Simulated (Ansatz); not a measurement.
TiSi2: phonons with PBEsol

Crystal: TiSi2.

```
CELL_PARAMETERS angstrom
0.00000 4.11752 4.26290
2.38951 0.00000 4.26290
2.38951 4.11752 0.00000
ATOMIC_POSITIONS crystal
Ti 0.75000 0.75000 0.75000
Ti 0.50000 0.50000 0.50000
Si 0.41257 0.08743 0.41257
Si 0.08743 0.41257 0.08743
Si 0.16257 0.83743 0.16257
Si 0.83743 0.16257 0.83743
```

The cell is a database's computed one.

| Quantity | Value |
| --- | --- |
| Program | Ansatz 0.2.0 |
| Task | phonons |
| Functional | PBEsol |
| Potentials or basis | all-electron LAPW, scalar-relativistic |
| Cutoff | 233 eV (chosen from the basis error) |
| Basis error allowed | 0.002 eV/atom |
| k mesh | 7 × 7 × 7 |
| Occupations | fermi-dirac, width 0.05 eV |
| Spin | no spin polarisation |

```json
{
 "Largest force": "0.048 eV/Å",
 "Band gap on the k mesh": "none (metal or under the smearing width)",
 "Highest phonon frequency at Γ": "428 cm⁻¹"
}
```

Forces on the atoms (eV/Å):
```
Ti   0.000  0.000  0.000
Ti   0.000  0.000  0.000
Si   0.000  0.048  0.000
Si   0.000 -0.048  0.000
Si   0.000  0.048  0.000
Si   0.000 -0.048  0.000
```

Levels at points of the mesh, in eV from the Fermi level:
| k point | band 34 | band 35 | band 36 | band 37 | band 38 | band 39 |
| --- | --- | --- | --- | --- | --- | --- |
| (0.00, 0.00, 0.00) | -2.05 | -1.77 | -1.35 | -0.93 | 2.08 | 3.14 |

Phonon frequencies in cm⁻¹ (negative: imaginary):
| q point | frequencies |
| --- | --- |
| (0.000, 0.000, 0.000) | 0 0 0 188 194 209 237 246 257 260 281 291 312 341 368 383 404 428 |

Run time: 12 min on 4 threads of Intel(R) Xeon(R) Processor @ 2.50GHz (Skylake/Cascade Lake), on a shared host, peak memory 1.1 GiB.

Caveat: a metal's response needs a denser mesh.
